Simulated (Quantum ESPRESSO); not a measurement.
# In (P6_3/mmc) in Quantum ESPRESSO: equation of state

How stiff is In in PBE, and what volume does it want? The cell is scaled to several volumes.

Everything below comes from runs of Quantum ESPRESSO 7.5. Logs are shortened: lines on timing, memory, paths and dates and some standing lists are left out, and cuts for length are marked.

## Step 1: The crystal as given

It takes space group P6_3/mmc (No. 194, hexagonal). Conventional cell: a = 3.335 Å, b = 3.335 Å, c = 5.509 Å, α = 90.00°, β = 90.00°, γ = 120.00°. In (site symmetry -6m2) is surrounded by 12 In at 3.34 to 3.36 Å.

This isn't the form of In at room conditions, which is tetragonal.

## Step 2: Single point, PBE, 24.95 Å³/atom

pw.in reads:

```
&CONTROL
  calculation = 'scf'
  prefix = 'pwscf'
  outdir = './tmp'
  pseudo_dir = './pseudo'
  tprnfor = .true.
  tstress = .true.
  disk_io = 'nowf'
/
&SYSTEM
  ibrav = 0
  nat = 2
  ntyp = 1
  ecutwfc = 55
  ecutrho = 440
  nbnd = 20
  occupations = 'smearing'
  smearing = 'fd'
  degauss = 0.00367493
/
&ELECTRONS
  conv_thr = 4d-10
  electron_maxstep = 120
  mixing_beta = 0.5
/
ATOMIC_SPECIES
In   114.8180 In.pbe-dn-rrkjus_psl.0.2.2.UPF
CELL_PARAMETERS angstrom
   3.2673945583    0.0000000000    0.0000000000
  -1.6336972791    2.8296466917    0.0000000000
   0.0000000000    0.0000000000    5.3966798754
ATOMIC_POSITIONS crystal
In     0.6666666667    0.3333333333    0.7500000000
In     0.3333333333    0.6666666667    0.2500000000
K_POINTS automatic
9 9 5 0 0 0
```

Potentials or basis: SSSP 1.3 efficiency PBE.

On the command line:

```sh
$ OMP_NUM_THREADS=1 pw.x -in pw.in > pw.out
```

pw.out:

```text
This program is part of the open-source Quantum ESPRESSO suite
     for quantum simulation of materials; please cite
         "P. Giannozzi et al., J. Phys.:Condens. Matter 21 395502 (2009);
         "P. Giannozzi et al., J. Phys.:Condens. Matter 29 465901 (2017);
         "P. Giannozzi et al., J. Chem. Phys. 152 154105 (2020);
     in publications or presentations arising from this work. More details at

     file In.pbe-dn-rrkjus_psl.0.2.2.UPF: wavefunction(s)  5S renormalized
     Message from routine setup:
     using ibrav=0 with symmetry is DISCOURAGED, use correct ibrav instead

     G-vector sticks info
     --------------------
     sticks:   dense  smooth     PW     G-vecs:    dense   smooth      PW
     Sum        1159     583    163                52611    18571    3021

     Using Slab Decomposition

     bravais-lattice index     =            0
     lattice parameter (alat)  =       6.1745  a.u.
     unit-cell volume          =     336.7108 (a.u.)^3
     number of atoms/cell      =            2
     number of atomic types    =            1
     number of electrons       =        26.00
     number of Kohn-Sham states=           20
     kinetic-energy cutoff     =      55.0000  Ry
     charge density cutoff     =     440.0000  Ry
     scf convergence threshold =      4.0E-10
     mixing beta               =       0.5000
     number of iterations used =            8  plain     mixing
     Exchange-correlation= PBE
                           (   1   4   3   4   0   0   0)

     celldm(1)=   6.174481  celldm(2)=   0.000000  celldm(3)=   0.000000
     celldm(4)=   0.000000  celldm(5)=   0.000000  celldm(6)=   0.000000

     crystal axes: (cart. coord. in units of alat)
               a(1) = (   1.000000   0.000000   0.000000 )
               a(2) = (  -0.500000   0.866025   0.000000 )
               a(3) = (   0.000000   0.000000   1.651677 )

     reciprocal axes: (cart. coord. in units 2 pi/alat)
               b(1) = (  1.000000  0.577350 -0.000000 )
               b(2) = (  0.000000  1.154701  0.000000 )
               b(3) = (  0.000000 -0.000000  0.605445 )

     PseudoPot. # 1 for In read from file:
     In.pbe-dn-rrkjus_psl.0.2.2.UPF
     Pseudo is Ultrasoft + core correction, Zval = 13.0
     Generated using "atomic" code by A. Dal Corso  v.5.0.99 svn rev. 10869
     Using radial grid of 1241 points,  6 beta functions with:
                l(1) =   0
                l(2) =   0
                l(3) =   1
                l(4) =   1
                l(5) =   2
                l(6) =   2
     Q(r) pseudized with 0 coefficients

     atomic species   valence    mass     pseudopotential
     In               13.00   114.81800     In( 1.00)

     24 Sym. Ops., with inversion, found (12 have fractional translation)

   Cartesian axes

     site n.     atom                  positions (alat units)
         1        In     tau(   1) = (   0.5000000   0.2886751   1.2387576  )
         2        In     tau(   2) = (  -0.0000000   0.5773503   0.4129192  )

     number of k points=    36  Fermi-Dirac smearing, width (Ry)=  0.0037
                       cart. coord. in units 2pi/alat
        k(    1) = (   0.0000000   0.0000000   0.0000000), wk =   0.0049383
        k(    2) = (   0.0000000   0.0000000   0.1210891), wk =   0.0098765
        k(    3) = (   0.0000000   0.0000000   0.2421781), wk =   0.0098765
        k(    4) = (   0.0000000   0.1283001   0.0000000), wk =   0.0296296
        k(    5) = (   0.0000000   0.1283001   0.1210891), wk =   0.0592593
        k(    6) = (   0.0000000   0.1283001   0.2421781), wk =   0.0592593
[... 28 lines left out ...]
        k(   35) = (   0.3333333   0.5773503   0.1210891), wk =   0.0197531
        k(   36) = (   0.3333333   0.5773503   0.2421781), wk =   0.0197531

     Dense  grid:    52611 G-vectors     FFT dimensions: (  45,  45,  72)

     Smooth grid:    18571 G-vectors     FFT dimensions: (  30,  30,  50)

     Initial potential from superposition of free atoms

     starting charge      25.9926, renormalised to      26.0000
     Starting wfcs are   18 randomized atomic wfcs +    2 random wfcs

     Self-consistent Calculation

     iteration #  1     ecut=    55.00 Ry     beta= 0.50
     Davidson diagonalization with overlap
     ethr =  1.00E-02,  avg # of iterations =  5.2

     Threshold (ethr) on eigenvalues was too large:
     Diagonalizing with lowered threshold

     Davidson diagonalization with overlap
     ethr =  4.81E-05,  avg # of iterations =  6.6

     total energy              =    -289.67537517 Ry
     estimated scf accuracy    <       0.01349060 Ry

     iteration #  2     ecut=    55.00 Ry     beta= 0.50
     Davidson diagonalization with overlap
     ethr =  5.19E-05,  avg # of iterations =  2.2

     total energy              =    -289.67716132 Ry
     estimated scf accuracy    <       0.00084335 Ry

     iteration #  3     ecut=    55.00 Ry     beta= 0.50
     Davidson diagonalization with overlap
     ethr =  3.24E-06,  avg # of iterations =  5.9

     total energy              =    -289.67743021 Ry
     estimated scf accuracy    <       0.00019762 Ry

     iteration #  4     ecut=    55.00 Ry     beta= 0.50
     Davidson diagonalization with overlap
     ethr =  7.60E-07,  avg # of iterations =  2.1

     total energy              =    -289.67743021 Ry
     estimated scf accuracy    <       0.00009424 Ry

     iteration #  5     ecut=    55.00 Ry     beta= 0.50
     Davidson diagonalization with overlap
     ethr =  3.62E-07,  avg # of iterations =  2.0

     total energy              =    -289.67744707 Ry
     estimated scf accuracy    <       0.00000026 Ry

     iteration #  6     ecut=    55.00 Ry     beta= 0.50
     Davidson diagonalization with overlap
     ethr =  1.01E-09,  avg # of iterations =  7.8

     total energy              =    -289.67744884 Ry
     estimated scf accuracy    <       0.00000173 Ry

     iteration #  7     ecut=    55.00 Ry     beta= 0.50
     Davidson diagonalization with overlap
     ethr =  1.01E-09,  avg # of iterations =  3.0

     total energy              =    -289.67744907 Ry
     estimated scf accuracy    <       0.00000006 Ry

     iteration #  8     ecut=    55.00 Ry     beta= 0.50
     Davidson diagonalization with overlap
     ethr =  2.25E-10,  avg # of iterations =  3.7

     total energy              =    -289.67744910 Ry
     estimated scf accuracy    <       0.00000001 Ry

     iteration #  9     ecut=    55.00 Ry     beta= 0.50
     Davidson diagonalization with overlap
     ethr =  5.64E-11,  avg # of iterations =  2.0

     total energy              =    -289.67744910 Ry
     estimated scf accuracy    <          1.0E-09 Ry

     iteration # 10     ecut=    55.00 Ry     beta= 0.50
     Davidson diagonalization with overlap
     ethr =  3.96E-12,  avg # of iterations =  3.8

     End of self-consistent calculation

          k = 0.0000 0.0000 0.0000 (  2311 PWs)   bands (ev):

    -4.0745  -3.9980  -3.9650  -3.9650  -3.9329  -3.9329  -3.8489  -3.8489
    -3.6407  -3.6407   0.8328   6.2410   7.0863  19.5704  19.5704  21.4290
    21.4290  21.5737  21.9798  22.5946

          k = 0.0000 0.0000 0.1211 (  2340 PWs)   bands (ev):

    -4.0637  -4.0009  -3.9777  -3.9777  -3.9444  -3.9444  -3.8133  -3.8133
    -3.6521  -3.6521   1.0571   4.5184   9.2490  18.9991  19.7656  19.7656
    21.3475  21.3475  22.0639  22.5375

          k = 0.0000 0.0000 0.2422 (  2346 PWs)   bands (ev):

    -4.0383  -4.0138  -3.9838  -3.9838  -3.9684  -3.9684  -3.7471  -3.7471
    -3.6882  -3.6882   1.7399   2.8957  12.1825  15.4798  20.2992  20.2992
    20.9559  20.9559  22.1972  22.3829

          k = 0.0000 0.1283 0.0000 (  2325 PWs)   bands (ev):

    -4.0616  -4.0044  -3.9463  -3.9251  -3.9241  -3.8952  -3.8717  -3.8647
    -3.6733  -3.6357   1.0842   6.4507   7.3840  16.9812  18.3631  20.1371
    21.5107  21.9151  22.1411  23.2359

          k = 0.0000 0.1283 0.1211 (  2335 PWs)   bands (ev):

    -4.0543  -3.9985  -3.9734  -3.9435  -3.9417  -3.9070  -3.8246  -3.8216
    -3.6821  -3.6489   1.3100   4.7696   9.5001  17.1951  18.5912  19.1498
    19.9318  20.9895  21.4841  22.7096

          k = 0.0000 0.1283 0.2422 (  2329 PWs)   bands (ev):

    -4.0359  -4.0102  -3.9823  -3.9638  -3.9493  -3.9319  -3.7605  -3.7513
    -3.7109  -3.6888   1.9955   3.1523  12.4125  15.6806  17.8420  18.8502
    19.2565  20.2893  21.0700  21.7471

          k = 0.0000 0.2566 0.0000 (  2327 PWs)   bands (ev):

    -4.1058  -3.9794  -3.9374  -3.9346  -3.9011  -3.8367  -3.8232  -3.7976
    -3.7433  -3.6263   1.8502   7.0992   8.2452  13.4667  16.8238  18.0197
    19.3397  19.7230  21.3414  22.6443

          k = 0.0000 0.2566 0.1211 (  2321 PWs)   bands (ev):

    -4.0967  -3.9900  -3.9869  -3.9099  -3.8964  -3.8177  -3.8105  -3.7997
    -3.7308  -3.6427   2.0781   5.5213  10.2346  13.7017  16.8309  17.0753
    19.1884  19.9468  20.3974  21.9453

          k = 0.0000 0.2566 0.2422 (  2319 PWs)   bands (ev):

    -4.0748  -4.0377  -3.9790  -3.9420  -3.8759  -3.8421  -3.7622  -3.7460
    -3.7285  -3.6870   2.7675   3.9225  13.0139  14.4137  15.3306  16.4726
    17.8110  18.9704  20.0884  20.8477

          k = 0.0000 0.3849 0.0000 (  2306 PWs)   bands (ev):

    -4.1713  -4.0234  -4.0112  -3.9385  -3.8637  -3.8048  -3.7285  -3.7062
    -3.6820  -3.6196   3.1463   8.2041   9.5838  10.2751  14.9692  15.6781
    16.5553  18.9185  20.2200  21.8435

          k = 0.0000 0.3849 0.1211 (  2307 PWs)   bands (ev):

    -4.1570  -4.0506  -4.0213  -3.9132  -3.8853  -3.8034  -3.7069  -3.6945
    -3.6814  -3.6337   3.3745   6.7702  10.3377  11.5592  13.7453  15.9410
    17.8290  19.1360  19.3258  21.1071

          k = 0.0000 0.3849 0.2422 (  2319 PWs)   bands (ev):

    -4.1229  -4.0726  -4.0386  -3.9761  -3.8465  -3.7646  -3.7162  -3.6816
    -3.6664  -3.6590   4.0619   5.2063  11.0487  12.1379  14.4011  16.7058
    17.2207  17.8966  19.4688  20.1977
[... 99 lines left out ...]
    -4.0671  -4.0226  -3.9892  -3.9794  -3.8773  -3.8118  -3.7769  -3.6982
    -3.6726  -3.6072   4.1525   7.5102  10.6213  11.6379  12.3064  14.1135
    15.0884  18.1571  19.7008  22.7514

          k = 0.2222 0.3849 0.2422 (  2312 PWs)   bands (ev):

    -4.0679  -4.0476  -3.9800  -3.9314  -3.8859  -3.8025  -3.7936  -3.7653
    -3.6294  -3.5981   4.8387   5.9752  11.3020  12.0855  12.7833  13.3916
    15.3126  17.9583  22.1113  22.1795

          k = 0.2222 0.5132 0.0000 (  2324 PWs)   bands (ev):

    -4.1047  -4.0529  -3.9443  -3.9407  -3.8583  -3.8198  -3.7658  -3.6944
    -3.6456  -3.6164   5.6980   8.0072  10.2779  11.0919  11.9608  13.1539
    14.5355  15.3648  17.4305  24.0764

          k = 0.2222 0.5132 0.1211 (  2320 PWs)   bands (ev):

    -4.0846  -4.0441  -3.9828  -3.9354  -3.8960  -3.7875  -3.7319  -3.6910
    -3.6834  -3.6071   5.9241   8.2034   9.3436  10.7510  11.7235  13.6995
    14.3982  16.3466  18.8316  24.0509

          k = 0.2222 0.5132 0.2422 (  2317 PWs)   bands (ev):

    -4.0671  -4.0494  -3.9666  -3.9471  -3.9022  -3.7941  -3.7502  -3.7280
    -3.6372  -3.6036   6.5995   7.6913   9.0315  10.1001  11.5495  12.6093
    16.6595  18.1855  20.7840  21.9177

          k = 0.3333 0.5774 0.0000 (  2337 PWs)   bands (ev):

    -4.1201  -3.9345  -3.9345  -3.9022  -3.9022  -3.8605  -3.7741  -3.6726
    -3.6726  -3.6546   7.3701   7.3701   8.7732  12.7970  12.7970  13.0471
    13.4678  13.4678  16.3852  27.8315

          k = 0.3333 0.5774 0.1211 (  2334 PWs)   bands (ev):

    -4.0796  -3.9928  -3.9928  -3.8559  -3.8559  -3.8545  -3.7813  -3.7001
    -3.6584  -3.6584   7.5872   7.5872   9.0195  11.1095  11.1095  12.1804
    15.5179  15.5179  17.5911  25.7490

          k = 0.3333 0.5774 0.2422 (  2310 PWs)   bands (ev):

    -4.0398  -4.0398  -3.9721  -3.8567  -3.8291  -3.8291  -3.7990  -3.7976
    -3.6347  -3.6347   8.1908   8.1908   9.6128   9.6128   9.7327  10.8396
    17.8969  17.8969  19.9613  22.7725

     the Fermi energy is    10.7912 ev

!    total energy              =    -289.67744910 Ry
     estimated scf accuracy    <          2.5E-12 Ry
     smearing contrib. (-TS)   =      -0.00080856 Ry
     internal energy E=F+TS    =    -289.67664055 Ry

     The total energy is F=E-TS. E is the sum of the following terms:
     one-electron contribution =     -83.51755625 Ry
     hartree contribution      =      65.94558520 Ry
     xc contribution           =     -95.31467679 Ry
     ewald contribution        =    -176.78999270 Ry

     convergence has been achieved in  10 iterations

     Forces acting on atoms (cartesian axes, Ry/au):

     atom    1 type  1   force =     0.00000000    0.00000000    0.00000000
     atom    2 type  1   force =     0.00000000    0.00000000    0.00000000

     Total force =     0.000000     Total SCF correction =     0.000000

     Computing stress (Cartesian axis) and pressure

          total   stress  (Ry/bohr**3)                   (kbar)     P=       44.66
   0.00032728  -0.00000000   0.00000000           48.14       -0.00        0.00
  -0.00000000   0.00032728   0.00000000           -0.00       48.14        0.00
  -0.00000000  -0.00000000   0.00025620           -0.00       -0.00       37.69

=------------------------------------------------------------------------------=
   JOB DONE.
=------------------------------------------------------------------------------=
```

Run time: 38 s. Hardware: 1 thread of Arm Neoverse V1, shared host; peak memory 0.23 GiB.

What came out:

- Free energy: -3941.2625 eV
- Pressure: 4.5 GPa
- Band gap on the k mesh: none (metal or under the smearing width)

## Step 3: Single point, PBE, 25.48 Å³/atom

pw.in, as its differences from that of step 2:

```diff
@@ -28,5 +28,5 @@
 CELL_PARAMETERS angstrom
-   3.2673945583    0.0000000000    0.0000000000
-  -1.6336972791    2.8296466917    0.0000000000
-   0.0000000000    0.0000000000    5.3966798754
+   3.2904051372    0.0000000000    0.0000000000
+  -1.6452025686    2.8495744376    0.0000000000
+   0.0000000000    0.0000000000    5.4346859154
 ATOMIC_POSITIONS crystal
```

Potentials or basis: SSSP 1.3 efficiency PBE.

On the command line:

```sh
$ OMP_NUM_THREADS=1 pw.x -in pw.in > pw.out
```

It took 39 s on 1 thread of Arm Neoverse V1, shared host; peak memory 0.24 GiB.

The run converged. Its results:

```yaml
Free_energy: -3941.2886 eV
Pressure: 3.3 GPa
Band_gap_on_the_k_mesh: none (metal or under the smearing width)
```

## Step 4: Single point, PBE, 26.01 Å³/atom

pw.in, as its differences from that of step 3:

```diff
@@ -28,5 +28,5 @@
 CELL_PARAMETERS angstrom
-   3.2904051372    0.0000000000    0.0000000000
-  -1.6452025686    2.8495744376    0.0000000000
-   0.0000000000    0.0000000000    5.4346859154
+   3.3130983036    0.0000000000    0.0000000000
+  -1.6565491518    2.8692272962    0.0000000000
+   0.0000000000    0.0000000000    5.4721676924
 ATOMIC_POSITIONS crystal
```

On the command line:

```sh
$ OMP_NUM_THREADS=1 pw.x -in pw.in > pw.out
```

Run time: 40 s. Hardware: 1 thread of Arm Neoverse V1, shared host; peak memory 0.24 GiB.

Results (log left out):

* Free energy: -3941.3077 eV
* Pressure: 2.3 GPa
* Band gap on the k mesh: none (metal or under the smearing width)

## Step 5: Single point, PBE, 26.54 Å³/atom

pw.in, as its differences from that of step 4:

```diff
@@ -28,5 +28,5 @@
 CELL_PARAMETERS angstrom
-   3.3130983036    0.0000000000    0.0000000000
-  -1.6565491518    2.8692272962    0.0000000000
-   0.0000000000    0.0000000000    5.4721676924
+   3.3354847820    0.0000000000    0.0000000000
+  -1.6677423910    2.8886145552    0.0000000000
+   0.0000000000    0.0000000000    5.5091429200
 ATOMIC_POSITIONS crystal
```

On the command line:

```sh
$ OMP_NUM_THREADS=1 pw.x -in pw.in > pw.out
```

Wall time 41 s (1 thread of Arm Neoverse V1, shared host); peak memory 0.25 GiB.

The run converged. Its results:

```
Free energy            : -3941.3204 eV
Pressure               : 1.4 GPa
Band gap on the k mesh : none (metal or under the smearing width)
```

## Step 6: Single point, PBE, 27.07 Å³/atom

pw.in, as its differences from that of step 5:

```diff
@@ -28,5 +28,5 @@
 CELL_PARAMETERS angstrom
-   3.3354847820    0.0000000000    0.0000000000
-  -1.6677423910    2.8886145552    0.0000000000
-   0.0000000000    0.0000000000    5.5091429200
+   3.3575747290    0.0000000000    0.0000000000
+  -1.6787873645    2.9077450104    0.0000000000
+   0.0000000000    0.0000000000    5.5456283735
 ATOMIC_POSITIONS crystal
```

Potentials or basis: SSSP 1.3 efficiency PBE.

On the command line:

```sh
$ OMP_NUM_THREADS=1 pw.x -in pw.in > pw.out
```

Run time: 40 s. Hardware: 1 thread of Arm Neoverse V1, shared host; peak memory 0.25 GiB.

It converged, with:

| Item | Value |
| --- | --- |
| Free energy | -3941.3278 eV |
| Pressure | 0.7 GPa |
| Band gap on the k mesh | none (metal or under the smearing width) |

## Step 7: Single point, PBE, 27.60 Å³/atom

pw.in, as its differences from that of step 6:

```diff
@@ -28,5 +28,5 @@
 CELL_PARAMETERS angstrom
-   3.3575747290    0.0000000000    0.0000000000
-  -1.6787873645    2.9077450104    0.0000000000
-   0.0000000000    0.0000000000    5.5456283735
+   3.3793777732    0.0000000000    0.0000000000
+  -1.6896888866    2.9266270006    0.0000000000
+   0.0000000000    0.0000000000    5.5816399564
 ATOMIC_POSITIONS crystal
```

On the command line:

```sh
$ OMP_NUM_THREADS=1 pw.x -in pw.in > pw.out
```

Wall time 38 s (1 thread of Arm Neoverse V1, shared host); peak memory 0.26 GiB.

The run converged. Its results:

| Item | Value |
| --- | --- |
| Free energy | -3941.3305 eV |
| Pressure | 0.0 GPa |
| Band gap on the k mesh | none (metal or under the smearing width) |

## Step 8: Single point, PBE, 28.13 Å³/atom

pw.in, as its differences from that of step 7:

```diff
@@ -28,5 +28,5 @@
 CELL_PARAMETERS angstrom
-   3.3793777732    0.0000000000    0.0000000000
-  -1.6896888866    2.9266270006    0.0000000000
-   0.0000000000    0.0000000000    5.5816399564
+   3.4009030527    0.0000000000    0.0000000000
+  -1.7004515264    2.9452684395    0.0000000000
+   0.0000000000    0.0000000000    5.6171927618
 ATOMIC_POSITIONS crystal
```

On the command line:

```sh
$ OMP_NUM_THREADS=1 pw.x -in pw.in > pw.out
```

Wall time 37 s (1 thread of Arm Neoverse V1, shared host); peak memory 0.26 GiB.

The run converged. Its results:

| Property | Result |
| --- | --- |
| Free energy | -3941.3292 eV |
| Pressure | -0.5 GPa |
| Band gap on the k mesh | none (metal or under the smearing width) |

## Step 9: Equation of state, PBE

Potentials or basis: SSSP 1.3 efficiency PBE.

This step only gathers the single runs of the series.

What came out:

* Equilibrium volume: 27.69 Å³/atom
* Bulk modulus at fixed shape and positions: 31 GPa
* Pressure derivative of the bulk modulus: 6.9

Energy against volume, from the lowest point:
| volume (Å³/atom) | energy (meV/atom) |
| --- | --- |
| 24.948 | 34.01 |
| 25.478 | 20.93 |
| 26.009 | 11.42 |
| 26.540 | 5.04 |
| 27.071 | 1.36 |
| 27.602 | 0.00 |
| 28.133 | 0.63 |

Caveat: the cell was scaled at fixed shape and fractional positions, which overstates the stiffness of a crystal with free parameters, most of all of layers and chains.
